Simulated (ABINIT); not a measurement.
PbS:

```
Pb S
1.0
     2.07995   -5.99130    0.00000
     2.07995    5.99130    0.00000
     0.00000    0.00000    4.27932
Pb S
2 2
Direct
  0.13056 0.86944 0.25000
  0.86944 0.13056 0.75000
  0.35480 0.64520 0.25000
  0.64520 0.35480 0.75000
```

Measurements of this composition are mostly on another form, of space group No. 225.

| Item | Value |
| --- | --- |
| Program | ABINIT 10.8.3 (patched build) |
| Task | relaxation of cell and atoms |
| Functional | LDA |
| Potentials or basis | JTH PAW LDA v2.0 |
| Cutoff | 599 eV |
| k mesh | 4 × 4 × 4 |
| Occupations | fermi-dirac, width 0.05 eV |
| Spin | no spin polarisation |

At the start: pressure -3.5 GPa; volume 26.66 Å³/atom.

**Question.** How do energy, volume and symmetry change on relaxing?

**Answer.** Over 9 steps the energy falls by 26.3 meV/atom and the volume is 24.27 Å³/atom (-9.0 %); space group Cmcm (No. 63, to 0.05 Å).

The path:
```csv
step,energy change (eV),largest force (eV/Å),pressure (GPa),volume (Å³)
1,0.0000,0.1074,-3.53,106.65
2,-0.0240,0.0159,-2.86,105.51
3,-0.0873,0.1617,-0.03,99.31
4,-0.0962,0.0434,-0.02,97.83
5,-0.0984,0.0365,-0.08,97.86
6,-0.1033,0.0516,-0.05,97.49
7,-0.1048,0.0202,-0.06,97.22
8,-0.1051,0.0040,0.01,97.04
9,-0.1051,0.0070,-0.03,97.08
```

Final structure:
```
Pb S
1.0
     2.03140   -5.70728    0.00000
     2.03140    5.70728    0.00000
     0.00000    0.00000    4.18652
Pb S
2 2
Direct
  0.12503 0.87497 0.25000
  0.87497 0.12503 0.75000
  0.35908 0.64092 0.25000
  0.64092 0.35908 0.75000
```
